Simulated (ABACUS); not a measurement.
Crystal: FeO (Wuestite).

```
Fe O
1.0
     0.00000    2.15540    2.15540
     2.15540    0.00000    2.15540
     2.15540    2.15540    0.00000
Fe O
1 1
Cartesian
  0.0000 0.0000 0.0000
  2.1554 2.1554 2.1554
```

| Item | Value |
| --- | --- |
| Program | ABACUS 3.10.1 |
| Task | relaxation of cell and atoms |
| Functional | LDA-PW92 |
| Potentials or basis | GBRV ultrasoft 1.5 LDA |
| Cutoff | 544 eV |
| Density cutoff | 4354 eV |
| Basis | plane waves |
| k mesh | 9 × 9 × 9 |
| Occupations | fermi-dirac, width 0.05 eV |
| Spin | collinear spin, ferromagnetic start |
| Starting moments | [3.0, 0.0] μB |

At the start: pressure -15.4 GPa; volume 10.01 Å³/atom.

**Question.** How do energy, volume and symmetry change on relaxing?

**Answer.** Over 19 steps the energy falls by 40.5 meV/atom and the volume is 9.23 Å³/atom (-7.8 %); space group Fm-3m (No. 225, to 0.05 Å); moment 3.99 μB per cell.

Step by step:
```tsv
step	energy change (eV)	largest force (eV/Å)	pressure (GPa)	volume (Å³)
1	0.0000	0.0000	-15.38	20.03
2	-0.0318	0.0000	13.73	17.28
3	-0.0810	0.0000	0.21	18.44
4	-0.0810	0.0000	0.20	18.44
5	-0.0810	0.0000	-0.14	18.47
6	-0.0810	0.0000	0.07	18.46
7	-0.0810	0.0000	-0.02	18.46
8	-0.0810	0.0000	-0.14	18.46
9	-0.0810	0.0000	-0.03	18.46
10	-0.0810	0.0000	-0.16	18.46
11	-0.0810	0.0000	-0.02	18.46
12	-0.0810	0.0000	0.12	18.46
13	-0.0810	0.0000	0.04	18.46
14	-0.0810	0.0000	0.12	18.46
15	-0.0810	0.0000	0.02	18.46
16	-0.0810	0.0000	-0.12	18.46
17	-0.0810	0.0000	-0.03	18.46
18	-0.0810	0.0000	-0.11	18.46
19	-0.0810	0.0000	-0.02	18.46
```

Final structure:
```xyz
2
Lattice="0.0000 2.0976 2.0976 2.0976 0.0000 2.0976 2.0976 2.0976 0.0000" Properties=species:S:1:pos:R:3 pbc="T T T"
Fe    0.0000    0.0000    0.0000
O     2.0976    2.0976    2.0976
```

Caveat: a cell with one magnetic atom can't hold antiferromagnetic order, which such compounds often take.
